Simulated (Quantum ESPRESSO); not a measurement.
Runs of Quantum ESPRESSO 7.5 on CaO. The structure is cubic, space group Fm-3m (No. 225). The conventional cell has a = 4.807 Å, b = 4.807 Å, c = 4.807 Å, α = 90.00°, β = 90.00°, γ = 90.00°. Ca (site symmetry m-3m) has 6 O at 2.40 Å as nearest neighbours. O (site symmetry m-3m) has 6 Ca at 2.40 Å as nearest neighbours. The cell is a database's computed one.

```csv
level,potentials or basis,cutoff (eV),form of the LDA correlation,gap on the mesh (eV),pressure (GPa)
LDA,GBRV 1.5 LDA,612,PZ81,3.49,-6.9
PBEsol,SG15 PBE 1.2,1197,-,(a),-2.4
optB88-vdW,SG15 PBE 1.2,1197,-,3.69,(b)
LDA,PseudoDojo 0.4.1 SR LDA stringent,1252,PW92,3.49,-7.2
LDA,PseudoDojo 0.4.1 SR LDA standard,1143,PW92,3.49,-7.3
```

Alike in all rows: task band structure; no spin polarisation; cell as given; k mesh 10 × 10 × 10; smearing fermi-dirac 0.05 eV.

Q: Estimate the missing entries.

A: (a) 3.55; (b) -0.6.

Caveats: the potentials were made for another functional, which shifts forces and pressure (some runs).

Runs at the PBE level aren't shown here.
